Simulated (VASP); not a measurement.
# Mg8O7 (a cell with a defect) in VASP: relaxation of the atoms with PBE

Aim: the relaxation of the atoms of Mg8O7 (a cell with a defect) with PBE.

Program: VASP 6.6.1. These are calculated values, not measurements. Logs are shortened: lines on timing, memory, paths and dates and some standing lists are left out, and cuts for length are marked.

## 1. The structure

The cell holds a defect, 15 atoms: a = 6.003 Å, b = 6.003 Å, c = 6.003 Å, α = 60.00°, β = 60.00°, γ = 60.00°.

## 2. Relaxation of the atoms, PBE

The input, INCAR:

```
PREC = Normal ; ENCUT = 450
EDIFF = 1E-6 ; ISMEAR = 0
SIGMA = 0.01 ; LREAL = Auto
LASPH = True ; NELM = 80
ALGO = Normal ; ISIF = 2
LWAVE = False ; LCHARG = False
GGA = PE ; IBRION = 2
NSW = 70 ; EDIFFG = -0.025
ICORELEVEL = 1 ; NELECT = 56.0
ISYM = 0
```

The input, KPOINTS:

```
Automatic mesh
0
Gamma
  2 2 2
```

The input, POSCAR:

```
Mg8O7
1.0
    0.0000000000      4.2449620000     -4.2449620000
    4.2449620000      4.2449620000      0.0000000000
    4.2449620000      0.0000000000     -4.2449620000
Mg O
8 7
Direct
    0.5000000000      0.0000000000      0.5000000000
    0.4856054300      0.5046398800      0.5121397100
    0.9979305200      0.9948979200      0.4938122300
    0.0085174800      0.4826047500      0.5040229300
    0.5106333700      0.9949524400      0.0110816000
    0.5013679700      0.5031268500      0.9939114200
    0.9909865200      0.9845300100      0.0162525700
    0.0000000000      0.5000000000      0.0000000000
    0.2500000000      0.2500000000      0.2500000000
    0.7500000000      0.7500000000      0.2500000000
    0.7500000000      0.2500000000      0.2500000000
    0.2500000000      0.7500000000      0.7500000000
    0.2500000000      0.2500000000      0.7500000000
    0.7500000000      0.7500000000      0.7500000000
    0.7500000000      0.2500000000      0.7500000000
```

Potentials or basis: VASP PAW PBE potentials, release 64 (Mg, O).

The run is started by

```console
$ cat potpaw_PBE.64/Mg/POTCAR potpaw_PBE.64/O/POTCAR > POTCAR
$ mpirun -np 2 vasp_std > vasp.out
```

OUTCAR:

```text
PREC = Normal
   ENCUT = 450
   EDIFF = 1E-6
   ISMEAR = 0
   LREAL = Auto
   LASPH = True
   NELM = 80
   ISIF = 2
   GGA = PE
   IBRION = 2
   NSW = 70
   EDIFFG = -0.025
   NELECT = 56.0
   ISYM = 0

 ion  position               nearest neighbor table
   1  0.500  0.000  0.500-   9 2.12  10 2.12  11 2.12  12 2.12  13 2.12  14 2.12   5 2.92   4 2.92
                             7 2.93   3 2.96   6 2.97   2 2.98   2 3.02   6 3.03   3 3.05   7 3.08
   2  0.486  0.505  0.512-  12 2.05  13 2.08  15 2.13  10 2.17  11 2.19   8 2.92   6 2.94   3 2.94
                             4 2.96   5 2.98   1 2.98   1 3.02   5 3.03   4 3.05   6 3.07   3 3.07
   3  0.998  0.995  0.494-  11 2.09  14 2.09   9 2.15  12 2.16  15 2.17   7 2.92   2 2.94   1 2.96
                             4 2.99   5 2.99   8 3.00   8 3.01   4 3.01   5 3.02   1 3.05   2 3.07
   4  0.009  0.483  0.504-   9 2.07  13 2.07  15 2.09  10 2.18  14 2.18   1 2.92   2 2.96   7 2.97
                             3 2.99   6 2.99   8 3.00   8 3.01   6 3.01   3 3.01   7 3.03   2 3.05
   5  0.511  0.995  0.011-  10 2.03   9 2.10  15 2.10  14 2.15  13 2.21   7 2.87   1 2.92   8 2.96
                             6 2.97   2 2.98   3 2.99   3 3.02   2 3.03   6 3.03   8 3.05   1 3.09
   6  0.501  0.503  0.994-  12 2.10  14 2.10  15 2.11   9 2.14  11 2.14   2 2.94   5 2.97   1 2.97
                             7 2.98   4 2.99   8 3.00   8 3.00   4 3.01   7 3.03   1 3.03   5 3.03
   7  0.991  0.985  0.016-  10 2.02  11 2.12  12 2.13  15 2.16  13 2.23   5 2.87   3 2.92   1 2.93
                             8 2.93   4 2.97   6 2.98   6 3.03   4 3.03   8 3.07   1 3.08   3 3.09
   8  0.000  0.500  0.000-   9 2.12  10 2.12  11 2.12  12 2.12  13 2.12  14 2.12   2 2.92   7 2.93
                             5 2.96   3 3.00   4 3.00   6 3.00   6 3.00   4 3.01   3 3.01   5 3.05
   9  0.250  0.250  0.250-   4 2.07   5 2.10   1 2.12   8 2.12   6 2.14   3 2.15
  10  0.750  0.750  0.250-   7 2.02   5 2.03   1 2.12   8 2.12   2 2.17   4 2.18
  11  0.750  0.250  0.250-   3 2.09   7 2.12   1 2.12   8 2.12   6 2.14   2 2.19
  12  0.250  0.750  0.750-   2 2.05   6 2.10   1 2.12   8 2.12   7 2.13   3 2.16
  13  0.250  0.250  0.750-   4 2.07   2 2.08   1 2.12   8 2.12   5 2.21   7 2.23
  14  0.750  0.750  0.750-   3 2.09   6 2.10   1 2.12   8 2.12   5 2.15   4 2.18
  15  0.750  0.250  0.750-   4 2.09   5 2.10   6 2.11   2 2.13   7 2.16   3 2.17

IMPORTANT INFORMATION: All symmetrisations will be switched off!
NOSYMM: (Re-)initialisation of all symmetry stuff for point group C_1.

----------------------------------------------------------------------------------------

                                     Primitive cell

  volume of cell :     152.9859

  direct lattice vectors                    reciprocal lattice vectors
     0.000000000  4.244962000 -4.244962000    -0.117786685  0.117786685 -0.117786685
     4.244962000  4.244962000  0.000000000     0.117786685  0.117786685  0.117786685
     4.244962000  0.000000000 -4.244962000     0.117786685 -0.117786685 -0.117786685

  length of vectors
     6.003282832  6.003282832  6.003282832     0.204012522  0.204012522  0.204012522

  position of ions in fractional coordinates (direct lattice)
     0.500000000  0.000000000  0.500000000
     0.485605430  0.504639880  0.512139710
     0.997930520  0.994897920  0.493812230
     0.008517480  0.482604750  0.504022930
     0.510633370  0.994952440  0.011081600
     0.501367970  0.503126850  0.993911420
     0.990986520  0.984530010  0.016252570
     0.000000000  0.500000000  0.000000000
     0.250000000  0.250000000  0.250000000
     0.750000000  0.750000000  0.250000000
     0.750000000  0.250000000  0.250000000
     0.250000000  0.750000000  0.750000000
     0.250000000  0.250000000  0.750000000
     0.750000000  0.750000000  0.750000000
     0.750000000  0.250000000  0.750000000

  ion indices of the primitive-cell ions
   primitive index   ion index
                 1           1
                 2           2
                 3           3
                 4           4
                 5           5
                 6           6
                 7           7
                 8           8
                 9           9
                10          10
                11          11
                12          12
                13          13
                14          14
                15          15

----------------------------------------------------------------------------------------

 KPOINTS: Automatic mesh

Automatic generation of k-mesh.
 Grid dimensions read from file:
 generate k-points for:    2    2    2

 Generating k-lattice:

  Cartesian coordinates                     Fractional coordinates (reciprocal lattice)
    -0.058893342  0.058893342 -0.058893342     0.500000000  0.000000000  0.000000000
     0.058893342  0.058893342  0.058893342     0.000000000  0.500000000  0.000000000
     0.058893342 -0.058893342 -0.058893342     0.000000000  0.000000000  0.500000000

  Length of vectors
     0.102006261  0.102006261  0.102006261

  Shift w.r.t. Gamma in fractional coordinates (k-lattice)
     0.000000000  0.000000000  0.000000000

 Subroutine IBZKPT returns following result:
 ===========================================

 Found      8 irreducible k-points:

 Following reciprocal coordinates:
            Coordinates               Weight
  0.000000  0.000000  0.000000      1.000000
  0.500000  0.000000  0.000000      1.000000
  0.000000  0.500000  0.000000      1.000000
  0.000000  0.000000  0.500000      1.000000
  0.500000  0.500000  0.500000      1.000000
  0.500000  0.500000  0.000000      1.000000
  0.000000  0.500000  0.500000      1.000000
  0.500000  0.000000  0.500000      1.000000
   k-points           NKPTS =      8   k-points in BZ     NKDIM =      8   number of bands    NBANDS=     36
   number of dos      NEDOS =    301   number of ions     NIONS =     15
   total plane-waves  NPLWV =  32768
   dimension x,y,z NGX =    32 NGY =   32 NGZ =   32
   dimension x,y,z NGXF=    64 NGYF=   64 NGZF=   64
   ions per type =               8   7
   NGX,Y,Z   is equivalent  to a cutoff of   8.86,  8.86,  8.86 a.u.
   NGXF,Y,Z  is equivalent  to a cutoff of  17.72, 17.72, 17.72 a.u.
 SYSTEM =  unknown system
   PREC   = normal    normal or accurate (medium, high low for compatibility)
   ISTART =      0    job   : 0-new  1-cont  2-samecut
   ICHARG =      2    charge: 1-file 2-atom 10-const
   ISPIN  =      1    spin polarized calculation?
   LNONCOLLINEAR =      F non collinear calculations
   LSORBIT =      F    spin-orbit coupling
   LASPH  =      T    aspherical Exc in radial PAW
   ENCUT  =  450.0 eV  33.07 Ry    5.75 a.u.  10.38 10.38 10.38*2*pi/ulx,y,z
   NELM   =     80;   NELMIN=  2; NELMDL= -5     # of ELM steps
   EDIFF  = 0.1E-05   stopping-criterion for ELM
   LREAL  =      T    real-space projection
   EDIFFG = -.3E-01   stopping-criterion for IOM
   NSW    =     70    number of steps for IOM
   IBRION =      2    ionic relax: 0-MD 1-quasi-New 2-CG
   NFREE  =      1    steps in history (QN), initial steepest desc. (CG)
   ISIF   =      2    stress and relaxation
   ISYM   =      0    0-nonsym 1-usesym 2-fastsym
   POTIM  = 0.5000    time-step for ionic-motion
   TEBEG  =    0.0;   TEEND  =   0.0 temperature during run
   PSTRESS=    0.0 pullay stress
   NELECT =      56.0000    total number of electrons
   NUPDOWN=      -1.0000    fix difference up-down
   EMIN   =  10.00;   EMAX   =-10.00  energy-range for DOS
   EFERMI =   0.00;   METHOD = LEGACY
   ISMEAR =     0;   SIGMA  =   0.01  broadening in eV -4-tet -1-fermi 0-gaus
   EFERMI_NEDOS =   21; number of points for ismear=-14 and -15
   IALGO  =     38    algorithm
   IMIX   =      4    mixing-type and parameters
     AMIX     =   0.40;   BMIX     =  1.00
     AMIX_MAG =   1.60;   BMIX_MAG =  1.00
  volume/ion in A,a.u.               =      10.20        68.83
  Fermi-wavevector in a.u.,A,eV,Ry     =   1.171081  2.213023 18.659456  1.371431
  Thomas-Fermi vector in A             =   2.307530
   LORBIT       =      0    0 simple, 1 ext, 2 COOP (PROOUT), +10 PAW based schemes
   GGA     = PE    functional components
   LHFCALC =     F    Hartree Fock is set to
   AEXX    =    0.0000 exact exchange contribution
   IVDW    =     0    specifies the selected vdW correction
   LEPSILON=     F    determine dielectric tensor
   LRPA    =     F    only Hartree local field effects (RPA)
 conjugate gradient relaxation of ions
 non-spin polarized calculation
 Gauss-broadening in eV      SIGMA  =   0.01
  energy-cutoff  :      450.00
  volume of cell :      152.99
 maximum number of plane-waves:      3316
   NGX = 21   NGY = 21   NGZ = 21

--------------------------------------- Ionic step        1  -------------------------------------------

 number of electron      56.0000057 magnetization

 Free energy of the ion-electron system (eV)
  ---------------------------------------------------
  ext. energy  EPLUGINS =         0.00000000
  ---------------------------------------------------
  free energy    TOTEN  =       -92.13216229 eV

  energy without entropy =      -92.13108296  energy(sigma->0) =      -92.13162262

------------------------ aborting loop because EDIFF is reached ----------------------------------------

  FORCE on cell =-STRESS in cart. coord.  units (eV):
  Direction    XX          YY          ZZ          XY          YZ          ZX
  --------------------------------------------------------------------------------------
  -------------------------------------------------------------------------------------
  Total      -14.0929497    -13.6272767    -13.8907508     -0.0729030     -0.0620680      0.1286690
  in kB     -147.5914054   -142.7145465   -145.4738343     -0.7634917     -0.6500202      1.3475134
  external PRESSURE =    -145.2599287 kB  Pullay stress =       0.0000000 kB
[... 128 lines left out ...]
  FREE ENERGIE OF THE ION-ELECTRON SYSTEM (eV)
  ---------------------------------------------------
  free  energy   TOTEN  =       -93.5056343915 eV

  energy  without entropy=      -93.5056343915  energy(sigma->0) =      -93.50563439

[... ionic steps 4 to 8 ...]

--------------------------------------- Ionic step        9  -------------------------------------------

 number of electron      56.0000046 magnetization

------------------------ aborting loop because EDIFF is reached ----------------------------------------
[... 93 lines left out ...]
--------------------------------------- Ionic step       11  -------------------------------------------

 number of electron      56.0000047 magnetization

 Free energy of the ion-electron system (eV)
  ---------------------------------------------------
  ext. energy  EPLUGINS =         0.00000000
  ---------------------------------------------------
  free energy    TOTEN  =       -93.55139554 eV

  energy without entropy =      -93.55139554  energy(sigma->0) =      -93.55139554

 the core state eigenenergies are
   1-  1s  -1248.4461  2s    -68.7400  2p    -35.4962
   2-  1s  -1249.3558  2s    -69.6883  2p    -36.4439
   3-  1s  -1249.3503  2s    -69.6840  2p    -36.4396
   4-  1s  -1249.3550  2s    -69.6877  2p    -36.4433
   5-  1s  -1249.3516  2s    -69.6850  2p    -36.4406
   6-  1s  -1249.3551  2s    -69.6878  2p    -36.4434
   7-  1s  -1249.3497  2s    -69.6836  2p    -36.4392
   8-  1s  -1248.4462  2s    -68.7400  2p    -35.4962
   9-  1s   -500.6021
  10-  1s   -500.6024
  11-  1s   -500.6022
  12-  1s   -500.6025
  13-  1s   -500.6022
  14-  1s   -500.6025
  15-  1s   -500.6897

 E-fermi :   2.7362     XC(G=0): -10.3998

 val. band max:        2.6888499169   @ k =   0.0000   0.0000   0.0000
 cond. band min:       3.4581022051   @ k =   0.0000   0.0000   0.0000
 fundamental gap:      0.7692522882
 Fermi energy:         2.7361539169

 k-point     1 :       0.0000    0.0000    0.0000
  band No.  band energies     occupation
      1     -14.3445      2.00000
      2     -13.4416      2.00000
      3     -12.9226      2.00000
      4     -12.9226      2.00000
      5     -12.9226      2.00000
      6     -12.6785      2.00000
[... 343 lines left out ...]
  FREE ENERGIE OF THE ION-ELECTRON SYSTEM (eV)
  ---------------------------------------------------
  free  energy   TOTEN  =       -93.5513955402 eV

  energy  without entropy=      -93.5513955402  energy(sigma->0) =      -93.55139554

 reached required accuracy - stopping structural energy minimisation
```

Run time: 2.8 min. Hardware: 2 MPI ranks of Intel Xeon Platinum 8375C at 2.90GHz (Ice Lake), shared host; peak memory 0.15 GiB.

Results:

| Quantity | Value |
| --- | --- |
| Free energy | -93.5514 eV |
| Energy gained by relaxing | 94.6 meV/atom |
| Ionic steps | 11 |
| Largest force after relaxing | 0.020 eV/Å |
| Band gap on the k mesh | 0.77 eV, direct |

Forces in eV/Å, atoms in the order of the input:
```
Mg   0.006 -0.001 -0.003
Mg   0.000  0.003  0.009
Mg  -0.018  0.009 -0.002
Mg   0.003  0.007  0.002
Mg  -0.005 -0.019 -0.005
Mg   0.011 -0.003  0.008
Mg   0.002 -0.001 -0.017
Mg  -0.001 -0.006 -0.001
O    0.000  0.011  0.004
O    0.000 -0.012 -0.011
O   -0.005  0.003 -0.002
O    0.001  0.004  0.003
O    0.000  0.011  0.009
O    0.001 -0.010  0.002
O    0.005  0.002  0.004
```

The path:
| step | energy change (eV) | largest force (eV/Å) | pressure (GPa) |
| --- | --- | --- | --- |
| 1 | 0.0000 | 3.1727 | -14.53 |
| 2 | -1.3672 | 0.5049 | -12.63 |
| 3 | -1.3735 | 0.5056 | -12.34 |
| 4 | -1.3737 | 0.4351 | -12.42 |
| 5 | -1.4014 | 0.2362 | -12.55 |
| 6 | -1.4101 | 0.2650 | -12.62 |
| 7 | -1.4169 | 0.0749 | -12.57 |
| 8 | -1.4171 | 0.0882 | -12.56 |
| 9 | -1.4187 | 0.0457 | -12.58 |
| 10 | -1.4190 | 0.0443 | -12.60 |
| 11 | -1.4192 | 0.0203 | -12.56 |

Final structure:
```
CELL_PARAMETERS angstrom
0.00000 4.24496 -4.24496
4.24496 4.24496 0.00000
4.24496 0.00000 -4.24496
ATOMIC_POSITIONS crystal
Mg 0.49970 0.99758 0.50197
Mg 0.51568 0.48140 0.51848
Mg 0.98314 0.01379 0.51843
Mg 0.98369 0.48122 0.51825
Mg 0.51577 0.01391 0.98600
Mg 0.51610 0.48143 0.98593
Mg 0.98340 0.01374 0.98591
Mg 0.99973 0.49772 0.00206
O 0.24949 0.24767 0.25222
O 0.74977 0.74809 0.25164
O 0.74901 0.24839 0.25208
O 0.24990 0.74750 0.75194
O 0.24962 0.24682 0.75289
O 0.75034 0.74778 0.75139
O 0.74970 0.24770 0.75203
```

Levels at points of the mesh, in eV from the valence-band top:
```
           k point  band 26  band 27  band 28  band 29  band 30  band 31
(0.00, 0.00, 0.00)     0.00     0.00     0.00     0.77     6.06     8.10
(0.50, 0.00, 0.00)    -0.26    -0.15    -0.15     2.53     5.43     7.69
(0.00, 0.50, 0.00)    -0.26    -0.15    -0.15     2.53     5.43     7.69
(0.00, 0.00, 0.50)    -0.26    -0.15    -0.15     2.53     5.43     7.69
(0.50, 0.50, 0.50)    -0.26    -0.15    -0.15     2.53     5.43     7.69
(0.50, 0.50, 0.00)    -0.38    -0.38    -0.22     3.05     5.58     6.99
(0.00, 0.50, 0.50)    -0.38    -0.38    -0.22     3.05     5.58     6.99
(0.50, 0.00, 0.50)    -0.38    -0.38    -0.22     3.05     5.58     6.99
```

Core levels (eV, on the scale of the bands):
| atom | levels |
| --- | --- |
| 1 Mg | 1s -1248.4, 2s -68.7, 2p -35.5 |
| 2 Mg | 1s -1249.4, 2s -69.7, 2p -36.4 |
| 3 Mg | 1s -1249.4, 2s -69.7, 2p -36.4 |
| 4 Mg | 1s -1249.4, 2s -69.7, 2p -36.4 |
| 5 Mg | 1s -1249.4, 2s -69.7, 2p -36.4 |
| 6 Mg | 1s -1249.4, 2s -69.7, 2p -36.4 |

Caveat: the k mesh is coarse (spacing up to 0.64 Å⁻¹), so the values aren't converged; the cell is charged against a uniform background, so pressure and absolute levels hang on convention; the cutoff is under 1.25 times the usual one of these potentials, so pressure, stress and relaxed cells hold a basis-set (Pulay) error.
